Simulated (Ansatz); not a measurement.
## Formation energy of CdI2-type CrO2

Computed with Ansatz (plane waves, PAW, 420 eV cutoff): PBEsol, scalar-relativistic, collinear spin, 12×12×6 k-mesh, Gaussian smearing of 0.05 eV; PAW files: Ansatz's generated set soft_2.

The start was a prototype's sites filled with these elements. The Crystallography Open Database lists the compound in space group P42/mnm, so this is a trial structure.

Symmetry: P-3m1, No. 164, trigonal system. The conventional cell has a = 2.857 Å, b = 2.857 Å, c = 4.871 Å, α = 90.00°, β = 90.00°, γ = 120.00°. Around Cr (site symmetry -3m) lie 6 O at 1.90 Å. Around O (site symmetry 3m) lie 3 Cr at 1.90 Å. (Neighbours are counted to 15 % beyond the shortest distance.)

The elements were computed in their standard states (gases as isolated molecules) with the same datasets, cutoff and functional. The compound's run is ferromagnetic, with site spin moments Cr 1.70 μB. Total energies depend on the potentials used, so only differences within one code and one set of settings carry meaning.

Energy of the relaxed cell (3 atoms, smearing extrapolated to zero): -4471.127 eV. Elements, in eV/atom: Cr -3349.195, O -558.283.

Task: What is the formation energy?

Result: [-4471.127 − (1 × -3349.195 + 2 × -558.283)] / 3 = -1.79 eV/atom, or -173 kJ per mole of atoms.

The value is for 0 K, without zero-point energy and without any correction for the binding of gas molecules. Uncorrected semilocal values for oxides, chalcogenides and halides often miss by tenths of an eV an atom. A negative value shows stability against the elements alone, not against other compounds or structures.

Site moments are of spin, integrated over atomic spheres. The structure is built of weakly bound layers, and this functional has no dispersion term, so their spacing and all that hangs on it (volume, the soft elastic constants, low modes, dielectric constants) are poorly given. Only parallel moments were tried, so the real magnetic order may be another.
